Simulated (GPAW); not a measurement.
Write an ASE script for GPAW 26.7.0 that does the following.

* Task: relaxation of cell and atoms
* Functional: RPBE
* Potentials or basis: the program's PAW data sets (release 1.2.1) made for this functional
* Cutoff: 800 eV
* Basis: pw
* k mesh: 8 × 8 × 8
* Occupations: fermi-dirac, width 0.05 eV
* Spin: no spin polarisation
* Maxiter: 150
* Optimizer: LBFGS
* Fmax: 0.02 eV/Å
* Max steps: 60
* Convergence: density=1e-05 forces=0.0001

Crystal: NaCl.

```
Cl Na
1.0
     3.50219    0.00000    0.00000
     0.00000    3.50219    0.00000
     0.00000    0.00000    3.50219
Cl Na
1 1
Direct
  0.50000 0.50000 0.50000
  0.00000 0.00000 0.00000
```

Measurements of this composition are mostly on another form, of space group No. 225.

The input as run:

run.py

```python
from ase import Atoms
from ase.filters import FrechetCellFilter
from ase.io import write
from ase.optimize import LBFGS
from gpaw import GPAW, PW

atoms = Atoms(['Cl', 'Na'],
              cell=[[3.50219, 0.0, 0.0],
                    [0.0, 3.50219, 0.0],
                    [0.0, 0.0, 3.50219]],
              scaled_positions=[[0.5, 0.5, 0.5],
                                [0.0, 0.0, 0.0]],
              pbc=True)

calc = GPAW(mode=PW(800),
            xc='RPBE',
            kpts={'size': (8, 8, 8), 'gamma': True},
            occupations={'name': 'fermi-dirac', 'width': 0.05},
            nbands=15,
            convergence={'density': 1e-05, 'forces': 0.0001},
            maxiter=150,
            txt='gpaw.txt')
atoms.calc = calc
opt = LBFGS(FrechetCellFilter(atoms), trajectory='relax.traj', logfile='-')
done = opt.run(fmax=0.02, steps=60)
calc.write('gs.gpw')
write('result.traj', atoms)
print('Converged:', done)
print('Cell:', atoms.cell.cellpar().round(4))
print('Volume:', round(atoms.get_volume(), 4))
print(atoms.get_scaled_positions().round(5))
```

Potentials or basis: the program's PAW data sets (release 1.2.1) made for this functional, pw.

Command:

```sh
$ OMP_NUM_THREADS=1 python run.py
```

Results of the run:

The relaxed volume is 23.05 Å³/atom. The relaxed cell is a = 3.586 Å, b = 3.586 Å, c = 3.586 Å, α = 90.00°, β = 90.00°, γ = 90.00° and the space group after relaxing (to 0.05 Å) is Pm-3m (No. 221). The energy gained by relaxing is 9.7 meV/atom, the ionic steps are 3 and the pressure after relaxing is 0.1 GPa. The band gap on the k mesh is 4.04 eV, indirect (least direct gap 4.47 eV).

Caveat: later steps reuse the first step's grids.

It took 51 s on 1 thread of Arm Neoverse V1, on a shared host, peak memory 0.21 GiB.
